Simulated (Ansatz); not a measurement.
# N: the cost of one run

Program: Ansatz 0.2.0. Level of theory: DFT PBEsol, scalar-relativistic. These are calculated values, not measurements.

## 1. The structure to begin with

The structure is cubic, space group P2_13 (No. 198). Conventional cell: a = 5.649 Å, b = 5.649 Å, c = 5.649 Å, α = 90.00°, β = 90.00°, γ = 90.00°. N (site symmetry 3) is surrounded by 12 N at 3.78 to 4.25 Å.

As a file:

```cif
data_structure
_symmetry_space_group_name_H-M 'P 1'
_symmetry_Int_Tables_number 1
_cell_length_a 5.6490
_cell_length_b 5.6490
_cell_length_c 5.6490
_cell_angle_alpha 90.000
_cell_angle_beta 90.000
_cell_angle_gamma 90.000
_cell_volume 180.27
loop_
_atom_site_label
_atom_site_type_symbol
_atom_site_fract_x
_atom_site_fract_y
_atom_site_fract_z
_atom_site_occupancy
N1 N 0.03000 0.03000 0.03000 1
N2 N 0.47000 0.97000 0.53000 1
N3 N 0.53000 0.47000 0.97000 1
N4 N 0.97000 0.53000 0.47000 1
```

Atoms are numbered in the order of the input: N1, N2, N3, N4.

## 2. Volume × 0.96, LAPW

Input file input.yaml:

```yaml
crystal:
  lattice:
    - [5.5726528032, 0.0, 0.0]
    - [0.0, 5.5726528032, 0.0]
    - [0.0, 0.0, 5.5726528032]
  atoms:
    - { symbol: "N", position: [0.03, 0.03, 0.03] }
    - { symbol: "N", position: [0.47, 0.97, 0.53] }
    - { symbol: "N", position: [0.53, 0.47, 0.97] }
    - { symbol: "N", position: [0.97, 0.53, 0.47] }
kpoints:
  mp_grid: { grid: [4, 4, 4] }
  band_path:
    path:
      - [0.0, 0.0, 0.0]
      - [0.0, 0.5, 0.0]
      - [0.5, 0.5, 0.0]
      - [0.0, 0.0, 0.0]
      - [0.5, 0.5, 0.5]
      - [0.0, 0.5, 0.0]
      - [0.5, 0.5, 0.5]
      - [0.5, 0.5, 0.0]
      - [0.5, 0.0, 0.0]
    npoints: 5
scf:
  occupations: { method: fermi_dirac, width: 0.02 }
hamiltonian:
  xc: pbesol
  pseudopotentials: { kind: all_electron, lapw: { basis_error: 0.001 } }
output:
  forces: true
  stress: true
  eigenvalues: true
```

The run is started by

```bash
ansatz run input.yaml --threads 1 --pin off --max-ram 4096MiB --backend cpu --events-out ev --progress --plain --runs-dir out
```

Q: Estimate wall time and peak memory on 1 thread of AMD EPYC 9R45 (Zen 5), shared host.

About 4.2 s, with a peak of 0.28 GiB.
